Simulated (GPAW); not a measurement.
TiAl in GPAW: convergence with plane-wave cutoff (eV)

Input of the first run (plane-wave cutoff (eV) 240); the others differ in this setting and in those tied to it:

Contents of run.py:

```python
import json
import numpy as np
import spglib
from ase.calculators.mixing import SumCalculator
from ase.constraints import FixSymmetry
from ase.filters import FrechetCellFilter
from ase.io import read, write
from ase.optimize import BFGS
from ase.stress import full_3x3_to_voigt_6_stress, voigt_6_to_full_3x3_strain, voigt_6_to_full_3x3_stress
from ase.units import GPa
from dftd3.ase import DFTD3
from gpaw import GPAW, PW

atoms = read('POSCAR')

calc = GPAW(mode=PW(240),
            xc='PBE',
            kpts={'size': (8, 8, 8), 'gamma': True},
            occupations={'name': 'fermi-dirac', 'width': 0.05},
            nbands=17,
            convergence={'density': 1e-06, 'eigenstates': 1e-09},
            maxiter=150,
            symmetry={'tolerance': 0.001},
            txt='gpaw.txt')
atoms.calc = SumCalculator([calc, DFTD3(method='pbe', damping='d3bj')])
atoms.set_constraint(FixSymmetry(atoms))
BFGS(FrechetCellFilter(atoms), trajectory='relax.traj', logfile='-').run(fmax=0.005, steps=40)
atoms.set_constraint()
energy = atoms.get_potential_energy()
forces = atoms.get_forces()
stress = atoms.get_stress()
calc.write('gs.gpw')
write('result.traj', atoms)
print('Cell:', atoms.cell.cellpar().round(4))
print(atoms.get_scaled_positions().round(5))

gpts = tuple(int(n) for n in calc.get_number_of_grid_points())
cell = atoms.cell[:].T
dataset = spglib.get_symmetry((atoms.cell[:], atoms.get_scaled_positions(), atoms.numbers), symprec=1e-4)
rotations = [cell @ w @ np.linalg.inv(cell) for w in dataset['rotations']]
strains, clamped, relaxed = [], [], []
for v in [0, 3]:
    for e in (-0.01, 0.01):
        voigt = np.zeros(6)
        voigt[v] = e
        F = voigt_6_to_full_3x3_strain(voigt)
        a = atoms.copy()
        a.set_cell(atoms.cell[:] @ F, scale_atoms=True)
        c = GPAW(mode=PW(240),
                 xc='PBE',
                 kpts={'size': (8, 8, 8), 'gamma': True},
                 occupations={'name': 'fermi-dirac', 'width': 0.05},
                 nbands=17,
                 convergence={'density': 1e-06, 'eigenstates': 1e-09},
                 maxiter=150,
                 symmetry={'tolerance': 0.001},
                 gpts=gpts,
                 txt=f'strain-{v}{e:+.3f}.txt')
        a.calc = SumCalculator([c, DFTD3(method='pbe', damping='d3bj')])
        s0 = s1 = a.get_stress() - stress
        BFGS(a, logfile=None).run(fmax=0.003, steps=25)
        s1 = a.get_stress() - stress
        print(v, e, 'clamped', (s0 / GPa).round(3), 'relaxed', (s1 / GPa).round(3), flush=True)
        for R in rotations:  # images under the point group
            eps = R @ (F - np.eye(3)) @ R.T
            strains.append(full_3x3_to_voigt_6_stress(eps) * [1, 1, 1, 2, 2, 2])
            for s, rows in ((s0, clamped), (s1, relaxed)):
                rows.append(full_3x3_to_voigt_6_stress(R @ voigt_6_to_full_3x3_stress(s) @ R.T))

C0, C = (np.linalg.lstsq(np.array(strains), np.array(s), rcond=None)[0].T / GPa for s in (clamped, relaxed))
print('Clamped-ion Cij (GPa):')
print(C0.round(1))
print('Relaxed-ion Cij (GPa):')
print(C.round(1))
json.dump({'clamped': C0.tolist(), 'relaxed': C.tolist()}, open('elastic.json', 'w'))
```

File POSCAR:

```
TiAl
1.0
    3.1790640000      0.0000000000      0.0000000000
    0.0000000000      3.1790640000      0.0000000000
    0.0000000000      0.0000000000      3.1790640000
Ti Al
1 1
Direct
    0.0000000000      0.0000000000      0.0000000000
    0.5000000000      0.5000000000      0.5000000000
```

Potentials or basis: GPAW PAW data sets (gpaw-data 1.2.1), pw.

Command:

```bash
$ OMP_NUM_THREADS=1 python run.py
```

The cell comes from a database or a generator and needn't be the stable form of this composition.

Hardware: 1 thread of Arm Neoverse V1 (shared host).

```csv
plane-wave cutoff (eV),"energy less the tightest run, at zero smearing (meV/atom)",SCF cycles,CPU time (s),peak memory (GiB)
240,226.36,10,59,0.19
300,155.77,10,74,0.19
370,66.01,11,81,0.21
450,28.86,11,94,0.24
530,21.48,11,160,0.26
600,13.50,11,170,0.29
720,0.00,11,160,0.34
```

Not settled before the last step: the energy (to 1 meV/atom). The tightest run that finished is the yardstick and may itself not be fully converged.

Caveat, for the tightest run too: the density grid can change from cell to cell, which puts small steps into energies and stress; pairwise dispersion overbinds metals, which lowers pressure and volume.
